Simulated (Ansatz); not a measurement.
Crystal: KTaO3.

```
CELL_PARAMETERS angstrom
3.98830 0.00000 0.00000
0.00000 3.98830 0.00000
0.00000 0.00000 3.98830
ATOMIC_POSITIONS crystal
Ta 0.00000 0.00000 0.00000
K 0.50000 0.50000 0.50000
O 0.00000 0.00000 0.50000
O 0.00000 0.50000 0.00000
O 0.50000 0.00000 0.00000
```

```yaml
Program: Ansatz 0.2.0
Task: relaxation of cell and atoms
Functional: r2SCAN
Potentials_or_basis: Ansatz PAW
Cutoff: "500 eV (not typed: the program's choice for these potentials)"
k_mesh: 7 × 7 × 7
Occupations: fermi-dirac, width 0.05 eV
Spin: no spin polarisation
Hubbard_terms: Ta d U = 8 eV
```

At the start: volume 12.69 Å³/atom.

Problem. Where does the relaxation end?

Solution. It ends after 4 steps and the volume is 12.89 Å³/atom (+1.6 %); space group Pm-3m (No. 221, to 0.05 Å).

The path:
```
step  energy change (eV)  largest force (eV/Å)  volume (Å³)
   1              0.0000                0.0000        63.44
   2             -0.0091                0.0000        64.71
   3             -0.0099                0.0000        64.46
   4             -0.0103                0.0000        64.46
```

Final structure:
```yaml
crystal:
  lattice:
    - [4.00950, 0.00000, 0.00000]
    - [0.00000, 4.00950, 0.00000]
    - [0.00000, 0.00000, 4.00950]
  atoms:
    - { symbol: Ta, position: [0.00000, 0.00000, 0.00000] }
    - { symbol: K, position: [0.50000, 0.50000, 0.50000] }
    - { symbol: O, position: [0.00000, 0.00000, 0.50000] }
    - { symbol: O, position: [0.00000, 0.50000, 0.00000] }
    - { symbol: O, position: [0.50000, 0.00000, 0.00000] }
```

Caveat: the plane-wave basis is chosen anew once the cell has moved, so the energies of steps on either side of that aren't comparable; the PAW data sets come from PBE, with cores solved anew for the run's functional, which leaves a small shift of forces and pressure.
